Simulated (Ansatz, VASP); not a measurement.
Given: the input of a run of VASP 6.6.1 on BaTiO3. 

File INCAR:

```
SYSTEM = BaTiO3
PREC = Accurate
ENCUT = 520
EDIFF = 1E-7
ISMEAR = -1
SIGMA = 0.05
LREAL = .False.
LASPH = .True.
NELM = 80
ALGO = Normal
ISIF = 2
LWAVE = .False.
LCHARG = .False.
GGA = PE
NBANDS = 28
```

File KPOINTS:

```
Automatic mesh
0
Gamma
  7 7 7
  0 0 0
```

POSCAR

```
BaTiO3
1.0
    4.0060000000      0.0000000000      0.0000000000
    0.0000000000      4.0060000000      0.0000000000
    0.0000000000      0.0000000000      4.0060000000
Ba Ti O
1 1 3
Direct
    0.5000000000      0.5000000000      0.5000000000
    0.0000000000      0.0000000000      0.0000000000
    0.0000000000      0.0000000000      0.5000000000
    0.0000000000      0.5000000000      0.0000000000
    0.5000000000      0.0000000000      0.0000000000
```

Potentials or basis: VASP PAW PBE potentials, release 64 (Ba_sv, Ti_sv, O).

Launch:

```sh
$ cat potpaw_PBE.64/Ba_sv/POTCAR potpaw_PBE.64/Ti_sv/POTCAR potpaw_PBE.64/O/POTCAR > POTCAR
$ mpirun -np 1 vasp_std > vasp.out
```

Question: Translate it to Ansatz 0.2.0. Potentials or basis there: Ansatz PAW (earlier soft set), cutoff 420 eV.

Answer: As run (cutoffs and basis follow the program's own potentials, and thresholds, step limits or extra output files can differ):

The input input.yaml:

```yaml
crystal:
  lattice:
    - [4.006, 0.0, 0.0]
    - [0.0, 4.006, 0.0]
    - [0.0, 0.0, 4.006]
  atoms:
    - { symbol: Ba, position: [0.5, 0.5, 0.5] }
    - { symbol: Ti, position: [0.0, 0.0, 0.0] }
    - { symbol: O, position: [0.0, 0.0, 0.5] }
    - { symbol: O, position: [0.0, 0.5, 0.0] }
    - { symbol: O, position: [0.5, 0.0, 0.0] }
hamiltonian:
  xc: pbe
  pseudopotentials: { kind: paw, azcp: { folder: soft_1 } }
kpoints:
  mp_grid: { grid: [7, 7, 7] }
scf:
  occupations: { method: fermi_dirac, width: 0.05 }
output:
  forces: true
  stress: true
  eigenvalues: true
  write_density: true
  write_potential: true
  elf: true
  volumetric_format: npy
```

Potentials or basis: Ansatz PAW soft_1.

The run is started by

```console
$ ansatz run input.yaml --threads 1 --pin off --max-ram 3584MiB --backend cpu --events-out ev --progress --plain --runs-dir out
```

Both were run:

|  | VASP | Ansatz |
| --- | --- | --- |
| Pressure | 3.4 GPa | 1.7 GPa |

Ansatz's pressure holds a Pulay term of +0.39 GPa for its cutoff of 420 eV, which the other run lacks.

Where Ansatz's input types no cutoff or centring, it takes its own default and a Γ-centred mesh.

Pressure is positive in compression.
